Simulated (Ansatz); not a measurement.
Wanted: the native input for an Ansatz 0.2.0 run.

```
Task                                : band structure
Functional                          : revPBE
Potentials or basis                 : Ansatz PAW
Cutoff                              : 420 eV (not typed: the program's choice for these potentials)
k mesh                              : 12 × 12 × 12
Occupations                         : fermi-dirac, width 0.05 eV
Spin                                : no spin polarisation
Path                                : [["G", "H", "N", "G", "P", "H"], ["P", "N"]]
Points for each segment of the path : 14
```

The system is Mo.

```
Mo
1.0
    -1.58381    1.58381    1.58381
     1.58381   -1.58381    1.58381
     1.58381    1.58381   -1.58381
Mo
1
Direct
  0.00000 0.00000 0.00000
```

These files were run (other wordings do the same):

input.yaml

```yaml
crystal:
  lattice:
    - [-1.5838089719, 1.5838089719, 1.5838089719]
    - [1.5838089719, -1.5838089719, 1.5838089719]
    - [1.5838089719, 1.5838089719, -1.5838089719]
  atoms:
    - { symbol: Mo, position: [0.0, 0.0, 0.0] }
hamiltonian:
  xc: revpbe
  pseudopotentials: { kind: paw }
kpoints:
  mp_grid: { grid: [12, 12, 12] }
  band_path:
    path:
      - [[0.0, 0.0, 0.0], [0.5, -0.5, 0.5], [0.0, 0.0, 0.5], [0.0, 0.0, 0.0], [0.25, 0.25, 0.25], [0.5, -0.5, 0.5]]
      - [[0.25, 0.25, 0.25], [0.0, 0.0, 0.5]]
    npoints: 14
scf:
  occupations: { method: fermi_dirac, width: 0.05 }
  n_extra_bands: 6
output:
  forces: true
  stress: true
  eigenvalues: true
  fatbands: false
```

Potentials or basis: Ansatz PAW.

Command:

```bash
$ ansatz run input.yaml --threads 2 --pin off --max-ram 5632MiB --backend cpu --events-out ev --progress --plain --runs-dir out
```

Results of the run:

| Item | Value |
| --- | --- |
| Pressure | 0.6 GPa |
| Band gap on the k mesh | none (metal or under the smearing width) |

Caveat: the PAW data sets come from PBE, with cores solved anew for the run's functional, which leaves a small shift of forces and pressure.

Wall time 1.4 s on 2 threads of Intel(R) Xeon(R) Processor @ 2.70GHz (shared host), peak memory 0.29 GiB.
